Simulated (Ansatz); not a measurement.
# Stability checks on a candidate for BeSe

It was relaxed at this level from a cell as deposited in COD.

Computed with DFT PBE, scalar-relativistic, plane waves, PAW (Ansatz 0.2.0). Cutoff 420 eV, Γ-centred 8×8×8 mesh (2-atom cell), Gaussian smearing of 0.02 eV, no spin polarisation.

```
Be Se
1.0
     0.00000    2.58877    2.58877
     2.58877    0.00000    2.58877
     2.58877    2.58877    0.00000
Be Se
1 1
Direct
  0.00000 0.00000 0.00000
  0.25000 0.25000 0.25000
```

Energies over the elements count from the elements' standard structures at the same level, with no fitted energy shifts.

**Question.** These tests were run: energy against the elements; phonons on a 4×4×4 q mesh. What do they show?

**Answer.**

```tsv
test	result
energy against the elements	−0.797 eV/atom
phonons on a 4×4×4 q mesh	no imaginary mode on the mesh
```

It fails none of these tests. Competing phases weren't compared here.

The reference form of Se is held partly by dispersion forces, which this level lacks. The run for the phonons used an 8×8×8 k mesh.
